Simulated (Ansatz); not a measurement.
**RbBr**

```
Rb Br
1.0
     0.00000    3.42750    3.42750
     3.42750    0.00000    3.42750
     3.42750    3.42750    0.00000
Rb Br
1 1
Direct
  0.00000 0.00000 0.00000
  0.50000 0.50000 0.50000
```

Atom numbers follow the list: Rb1, Br2.

The conventional cell has a = 6.855 Å, b = 6.855 Å, c = 6.855 Å, α = 90.00°, β = 90.00°, γ = 90.00°. Around Rb (atom 1) lie 6 Br at 3.43 Å. Br (atom 2) is surrounded by 6 Rb at 3.43 Å.

The cell is COD entry 1010048, as deposited and not checked against the literature; nothing was relaxed. It is an old determination, and later ones may differ.

Methods: DFT, PBEsol, all-electron LAPW, scalar-relativistic (Ansatz 0.2.0); DFT, PBEsol, PAW with Ansatz's default frozen-core files, scalar-relativistic (Ansatz 0.2.0).

For LAPW: a Γ-centred 7×7×7 k mesh, Fermi–Dirac smearing of 0.03 eV, basis error target 1 meV/atom, no spin polarisation. PAW takes a cutoff of 420 eV at this cell (files made with PBE, cores remade for this functional). The Ansatz runs share mesh, smearing and spin set-up. Values come from LAPW unless marked.

* Band gap: 4.21 eV, direct at Γ
* Löwdin charges (with 0.06 e of the cell spilling out of the atomic basis, so their sizes and signs hang on that basis): Rb1 0.75, Br2 -0.69 e
* Bader charges (from the PAW run): Rb1 +0.82, Br2 -0.82 e
* Volume per atom: 40.27 Å³
* Pressure at this cell: -0.06 GPa
